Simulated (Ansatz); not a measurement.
Runs of Ansatz 0.2.0 on As. Symmetry: R-3m, No. 166, trigonal system. Conventional cell: a = 3.762 Å, b = 3.762 Å, c = 10.542 Å, α = 90.00°, β = 90.00°, γ = 120.00°. As (site symmetry 3m) is surrounded by 3 As at 2.51 Å. 

| task | level | potentials or basis | k mesh | cutoff (eV) | smearing | basis error allowed | mesh quality | gap on the mesh (eV) | pressure (GPa) | largest force (eV/Å) |
| --- | --- | --- | --- | --- | --- | --- | --- | --- | --- | --- |
| single point | rPW86-PBE+D3(BJ)+ATM | all-electron PAW datasets made for the crystal | 9 × 9 × 9 | 270 | fermi-dirac 0.05 eV | - | not flagged | none | 5.5 | 0.47 |
| band structure | LDA | all-electron LAPW, scalar-relativistic | 9 × 9 × 9 | 291 | fermi-dirac 0.05 eV | 0.001 eV/atom | not flagged | - | -1.3 | (b) |
| single point | PBEsol | all-electron LAPW, scalar-relativistic | 9 × 9 × 9 | 291 | fermi-dirac 0.05 eV | 0.001 eV/atom | not flagged | none | 0.3 | 0.37 |
| single point | PBE | all-electron LAPW, scalar-relativistic | 4 × 4 × 4 | 253 | fermi-dirac 0.02 eV | 0.003 eV/atom | coarse | 0.11 | (a) | 0.10 |

Alike in all rows: no spin polarisation; cell as given.

**Question.** Estimate the missing entries.

**Answer.** (a) 3.8; (b) 0.26.

Caveats: some runs use coarse meshes; pairwise dispersion overbinds metals, which lowers pressure and volume (some runs).

A k mesh can miss the band edges, and the runs leave out spin-orbit coupling on As.

A gap of «none» marks a metal or a gap under the smearing width.

Not every run made on this cell is shown here.
